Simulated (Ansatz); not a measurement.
# GaP (F-43m) in Ansatz: band structure with PBEsol

Aim: the band structure of GaP with PBEsol.

Program: Ansatz 0.2.0. These are calculated values, not measurements. Logs are shortened: lines on timing, memory, paths and dates and some standing lists are left out, and cuts for length are marked.

**What was measured.**

From “Stacking defects in GaP nanowires: Electronic structure and optical properties”, 2018, arxiv:1810.01194, for a bulk crystal of GaP at 10 K: band gap 2.34 eV (indirect).

The results are compared with them further down.

## Step 1: The crystal as given

It takes space group F-43m (No. 216, cubic). The conventional cell has a = 5.451 Å, b = 5.451 Å, c = 5.451 Å, α = 90.00°, β = 90.00°, γ = 90.00°. Ga (site symmetry -43m) is surrounded by 4 P at 2.36 Å. P (site symmetry -43m) has 4 Ga at 2.36 Å as nearest neighbours.

## Step 2: Band structure, PBEsol

Input file input.yaml:

```yaml
crystal:
  lattice:
    - [0.0, 2.72525, 2.72525]
    - [2.72525, 0.0, 2.72525]
    - [2.72525, 2.72525, 0.0]
  atoms:
    - { symbol: Ga, position: [0.0, 0.0, 0.0] }
    - { symbol: P, position: [0.75, 0.75, 0.75] }
hamiltonian:
  xc: pbesol
  pseudopotentials: { kind: paw }
kpoints:
  mp_grid: { grid: [6, 6, 6] }
  band_path:
    path:
      - [[0.0, 0.0, 0.0], [0.5, 0.0, 0.5], [0.5, 0.25, 0.75], [0.375, 0.375, 0.75], [0.0, 0.0, 0.0], [0.5, 0.5, 0.5], [0.625, 0.25, 0.625], [0.5, 0.25, 0.75], [0.5, 0.5, 0.5], [0.375, 0.375, 0.75]]
      - [[0.625, 0.25, 0.625], [0.5, 0.0, 0.5]]
    npoints: 14
scf:
  occupations: { method: fermi_dirac, width: 0.05 }
  n_extra_bands: 6
output:
  forces: true
  stress: true
  eigenvalues: true
  fatbands: false
```

Potentials or basis: Ansatz PAW.

Command:

```console
$ ansatz run input.yaml --threads 2 --pin off --max-ram 5632MiB --backend cpu --events-out ev --progress --plain --runs-dir out
```

Standard output:

```text
Warning: RAYON_NUM_THREADS=2 ignored (pool sized by the plan → 2); use --threads N
scf.n_extra_bands = 6 over 9 filled bands (N_el = 18.0): the run solves 15 bands
Engine: ansatz 0.2.0, x86_64-unknown-linux-gnu
Pseudopotentials: kind: paw
Pseudopotential: Ga, paw, valence charge 13, recommended cutoff 420 eV (normal), Ga.paw.azcp
Pseudopotential: P, paw, valence charge 5, recommended cutoff 420 eV (normal), P.paw.azcp
Functional definition: PBEsol
  exchange = pbesol_x
  correlation = pbesol_c
Crystal: 2 atoms, lattice volume = 40.481 Å³
Basis set: ecut = 420 eV, 749 PW (Γ), exchange–correlation on 54×54×54 points (8 copies of the dense FFT grid, shifted against one another)
Bands: 15, of which v1, the nominal top of the filled ones, is band 9 counted from 1 (8 counted from 0)
Symmetry: 24 space group operations
Space group: F-43m (ITA 216), of the structure as read, at distance tolerance 3.4e-5 Å
k-points: 16 of 216 (time reversal used)
Non-local potential: Ga, projectors of the file, l = 0: 2, l = 1: 2, l = 2: 3, l = 3: 1
Non-local potential: P, projectors of the file, l = 0: 2, l = 1: 2, l = 2: 2
PAW form: soft (Blöchl's): semilocal exchange-correlation on the pseudo side does not see the compensation charge
PAW frozen core: Ga, regenerated for the run's functional, and the local potential with it (the file was generated under x = pbe(κ = 0.804, μ = 0.2195149727645171), c = pbe(β = 0.06672455060314922))
PAW frozen core: P, regenerated for the run's functional, and the local potential with it (the file was generated under x = pbe(κ = 0.804, μ = 0.2195149727645171), c = pbe(β = 0.06672455060314922))
PAW one-centre angular grid: Ga, 590 points (default); XC on 64 Gauss nodes
PAW one-centre angular grid: P, 110 points (default); XC on 64 Gauss nodes
Initial density: superposition of atomic densities (neutral atoms: chi_scale 0, normalization atom), corrected by the library's trained network
Initial wavefunctions: pseudopotential atomic-orbital guess
Functional: x = pbesol(κ = 0.804, μ = 0.12345679012345678), c = pbesol(β = 0.046)
SCF iter   1: F=—  HF=-4484.043786 eV  |F-HF|=—  |Δ(HF+E_count)|=         —  Δρ=3.98e-3  dr2=1.11e-2  ethr=1.77e-3  ⟨swp⟩=6.4  Hψ=1544  notcnv=0
preconditioner: auto → none  [insulator: Δε(μ)=1.452 eV  Ē_g=17.148 eV  σ=0.050 eV  W_gap=1.00  n_scr=14 (ndim 8)  ℏωp=24.8 eV  f_vac=0.011  D(μ)=0.00/eV (n_scr^D=0)  ε∞_Penn≈3.1]
SCF iter   2: F=—  HF=-4484.039835 eV  |F-HF|=—  |Δ(HF+E_count)|=   3.95e-3  Δρ=1.98e-3  dr2=1.19e-3  ethr=6.18e-5  ⟨swp⟩=2.2  Hψ=487  notcnv=0  defer=20
SCF iter   3: F=—  HF=-4484.039501 eV  |F-HF|=—  |Δ(HF+E_count)|=   3.34e-4  Δρ=4.99e-4  dr2=1.15e-4  ethr=6.60e-6  ⟨swp⟩=2.0  Hψ=402  notcnv=0  defer=20
SCF iter   4: F=—  HF=-4484.039461 eV  |F-HF|=—  |Δ(HF+E_count)|=   4.00e-5  Δρ=2.38e-4  dr2=1.56e-5  ethr=6.38e-7  ⟨swp⟩=2.0  Hψ=364  notcnv=0  defer=20
SCF iter   5: F=—  HF=-4484.039471 eV  |F-HF|=—  |Δ(HF+E_count)|=   9.79e-6  Δρ=4.53e-5  dr2=3.95e-7  ethr=8.68e-8  ⟨swp⟩=3.0  Hψ=364  notcnv=0  defer=20
SCF iter   6: F=-4484.039471 eV  HF=-4484.039471 eV  |F-HF|=7.31e-8  |Δ(HF+E_count)|=   1.80e-7  Δρ=1.55e-5  dr2=5.17e-8  ethr=5.56e-10  ⟨swp⟩=9.5  Hψ=1336  notcnv=0
SCF 1 converged in 6 iterations: F = -4484.039471 eV  dr2 = 5.17e-8
NSCF: frozen V_eff on 142 k-points
SCF converged after 6 iterations
Free energy (F): -4484.039471 eV
Harris-Foulkes:  -4484.039471 eV  (|F-HF|=7.31e-8)
Internal energy: -4484.039471 eV  (E = F + TS)
E sigma→0 (E₀):  -4484.039471 eV
Entropy (-TS):   -0.000000 eV (-0.000 meV/atom)
Fermi energy:    7.746251 eV
--- Per-component energies (eV) ---
  E_band       = -60.272717
  E_kinetic    = 186.146203
  E_local      = -2201.870561  (includes V_loc(G=0)·N_el)
  E_nonlocal   = 460.133176
  E_hartree    = 1016.677638
  E_xc         = -129.647960
  E_vxc        = -118.983884  (∫ρ·V_xc dr)
  E_paw        = -2503.741992  (= ΣΔE_a)
  E_vpaw       = -419.042274  (= ΣTr[D̂ρ^β])
  E_aug_tail   = -0.000107  (compensation charges beyond the density's cutoff)
  E_ewald      = -1312.644944
  E_core_change = 0.909074  (= ΣΔE_core)
  E_smearing   = -0.000000  (= −TS)
  E_closure    = 0.000000  (closes the sum)
  Σ components = -4484.039471   (vs F -4484.039471, Δ=0.00e0)
--- Forces (eV/Å), atoms counted from 1 ---
  atom   1  Ga    -0.00000000     0.00000000    -0.00000000
  atom   2  P      0.00000000    -0.00000000    -0.00000000
  max |Σ_I F_I| component: 1.30e-16 eV/Å
--- Stress (GPa, compression-positive) ---
       -0.529459       0.000000      -0.000000
        0.000000      -0.529459       0.000000
       -0.000000       0.000000      -0.529459
  P = ⅓ Tr σ = -0.5295 GPa (-5.295 kbar)
--- Band table (eV; the first three rows and the last of 16) ---
  k-point 0: bands = ["-7.5606", "-7.5606", "-7.5606", "-7.4608", "-7.4608", "-5.5198", "7.0018", "7.0018", "7.0018", "8.7437", "10.8150", "10.8150", "10.8150", "15.5716", "16.6850"]
  k-point 1: bands = ["-7.5835", "-7.5527", "-7.5527", "-7.4607", "-7.4607", "-5.1619", "4.5839", "6.6249", "6.6249", "9.3357", "11.3678", "11.3678", "11.9412", "15.8499", "15.8499"]
  k-point 2: bands = ["-7.6238", "-7.5401", "-7.5401", "-7.4572", "-7.4572", "-4.2073", "1.7463", "6.0846", "6.0846", "8.8090", "11.7370", "11.7370", "14.4738", "16.4882", "16.5277"]
  k-point 15: bands = ["-7.6640", "-7.5147", "-7.5003", "-7.4816", "-7.4476", "-2.4506", "0.3457", "3.5769", "3.6859", "10.3623", "10.5675", "14.4605", "14.4842", "18.4454", "18.7736"]
```

It took 2.2 s on 2 threads of Intel Xeon Platinum 8259CL at 2.50GHz (Skylake/Cascade Lake), shared host; peak memory 0.38 GiB.

What came out:

* Free energy: -4484.0395 eV
* Pressure: -0.5 GPa
* Band gap on the k mesh: 1.51 eV, indirect (least direct gap 1.74 eV)
* Band gap along the path: 1.46 eV, indirect (least direct gap 1.74 eV)

Levels at the corners of the path, in eV from the valence-band top:
```tsv
point	band 5	band 6	band 7	band 8	band 9	band 10	band 11	band 12	band 13	band 14
Γ	-14.46	-12.52	0.00	0.00	0.00	1.74	3.81	3.81	3.81	8.57
X	-14.44	-9.52	-6.81	-2.71	-2.71	1.51	1.71	10.52	10.52	11.06
W	-14.45	-9.43	-6.60	-3.63	-3.48	4.59	4.82	6.00	6.02	11.49
K	-14.45	-9.56	-6.60	-4.00	-2.28	2.07	4.71	8.16	8.17	9.19
Γ	-14.46	-12.52	0.00	0.00	0.00	1.74	3.81	3.81	3.81	8.57
L	-14.46	-10.43	-6.70	-1.13	-1.13	1.58	4.63	4.63	8.08	10.72
U	-14.45	-9.56	-6.60	-4.00	-2.28	2.07	4.71	8.16	8.17	9.19
W	-14.45	-9.43	-6.60	-3.63	-3.48	4.59	4.82	6.00	6.02	11.49
L	-14.46	-10.43	-6.70	-1.13	-1.13	1.58	4.63	4.63	8.08	10.72
K	-14.45	-9.56	-6.60	-4.00	-2.28	2.07	4.71	8.16	8.17	9.19
U	-14.45	-9.56	-6.60	-4.00	-2.28	2.07	4.71	8.16	8.17	9.19
X	-14.44	-9.52	-6.81	-2.71	-2.71	1.51	1.71	10.52	10.52	11.06
```

Caveat: the PAW data sets come from PBE, with cores solved anew for the run's functional, which leaves a small shift of forces and pressure.

## Step 3: Comparison with measurements

Step 2. Against the measured gap of GaP, 2.34 eV (indirect; 10 K; quoted in “Stacking defects in GaP nanowires: Electronic structure and optical properties”, 2018, arxiv:1810.01194), the calculated 1.46 eV is off by -0.88 eV. Spin-orbit coupling on Ga is left out. The value is that of PBEsol, without temperature or zero-point motion. Semilocal functionals fall short of measured gaps as a rule.
